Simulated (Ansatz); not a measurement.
# RbBr: a single-point run

Aim: a sound single-point run of RbBr. The structure is shown as the input types it.

Computed with Ansatz 0.2.0 (DFT, PBEsol, all-electron LAPW, scalar-relativistic, unless a step's input says otherwise).

## 1. The system as given

Symmetry: Pm-3m, No. 221, cubic system. Conventional cell: a = 2.704 Å, b = 2.704 Å, c = 2.704 Å, α = 90.00°, β = 90.00°, γ = 90.00°. Rb (site symmetry m-3m) is surrounded by 8 Br at 2.34 Å. Br (site symmetry m-3m) is surrounded by 8 Rb at 2.34 Å.

Coordinates:

```cif
data_structure
_symmetry_space_group_name_H-M 'Pm-3m'
_symmetry_Int_Tables_number 221
_cell_length_a 2.7045
_cell_length_b 2.7045
_cell_length_c 2.7045
_cell_angle_alpha 90.000
_cell_angle_beta 90.000
_cell_angle_gamma 90.000
_cell_volume 19.78
loop_
_atom_site_label
_atom_site_type_symbol
_atom_site_symmetry_multiplicity
_atom_site_Wyckoff_symbol
_atom_site_fract_x
_atom_site_fract_y
_atom_site_fract_z
_atom_site_occupancy
Rb1 Rb 1 a 0.00000 0.00000 0.00000 1
Br1 Br 1 b 0.50000 0.50000 0.50000 1
```

## 2. The run

The input, input.yaml:

```yaml
crystal:
  lattice:
    - [2.70446632, 0.0, 0.0]
    - [0.0, 2.70446632, 0.0]
    - [0.0, 0.0, 2.70446632]
  atoms:
    - { symbol: Rb, position: [0.0, 0.0, 0.0] }
    - { symbol: Br, position: [0.5, 0.5, 0.5] }
kpoints:
  mp_grid: { grid: [7, 7, 7] }
  band_path:
    path:
      - [0.0, 0.0, 0.0]
      - [0.0, 0.5, 0.0]
      - [0.5, 0.5, 0.0]
      - [0.0, 0.0, 0.0]
      - [0.5, 0.5, 0.5]
      - [0.0, 0.5, 0.0]
      - [0.5, 0.5, 0.5]
      - [0.5, 0.5, 0.0]
    npoints: 6
scf:
  occupations: { method: fermi_dirac, width: 0.03 }
  max_iter: 100
hamiltonian:
  xc: pbesol
  pseudopotentials: { kind: all_electron, lapw: { basis_error: 0.001 } }
output:
  forces: true
  stress: true
  eigenvalues: true
  populations: true
```

Launch:

```console
$ ansatz run input.yaml --threads 1 --pin off --max-ram 2048MiB --backend cpu --events-out ev --progress --plain --runs-dir out
```

What happens when this is run?

The run converged and reported no error. It gives a pressure of 378 GPa, which is large; a structure far from rest gives such values too, whatever the setting.

All distances are much too short, so cores begin to overlap. The shortest distance in the input is 2.34 Å, between atoms 1 (Rb) and 2 (Br).

Fix: restore the intended size.
